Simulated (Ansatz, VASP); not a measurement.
One calculation of Au, two programs

```
Au
1.0
    -1.74116    1.74116    1.74116
     1.74116   -1.74116    1.74116
     1.74116    1.74116   -1.74116
Au
1
Direct
  0.00000 0.00000 0.00000
```

Alike in both runs: task single point; functional BLYP; k mesh 15 × 15 × 15; occupations fermi-dirac, width 0.1 eV; no spin polarisation.

```csv
,VASP,Ansatz
version,VASP 6.6.1,Ansatz 0.2.0
potentials or method,"VASP PAW PBE potentials, release 64 (Au)","plane waves (420 eV) with PAW, scalar-relativistic"
plane-wave cutoff (eV),520,420
valence electrons in the cell,11,19
```

```csv
,VASP,Ansatz,Ansatz less VASP
pressure (GPa),-5.8,-6.1,-0.28
```

With one functional, cell and mesh, what is left measures potentials, basis and numerics. The two sets of potentials don't hold the same shells in valence.

Caveats: the PAW data sets were made with another functional, which shifts forces and pressure a little (VASP). Spin-orbit coupling is left out, which matters for the levels of Au.
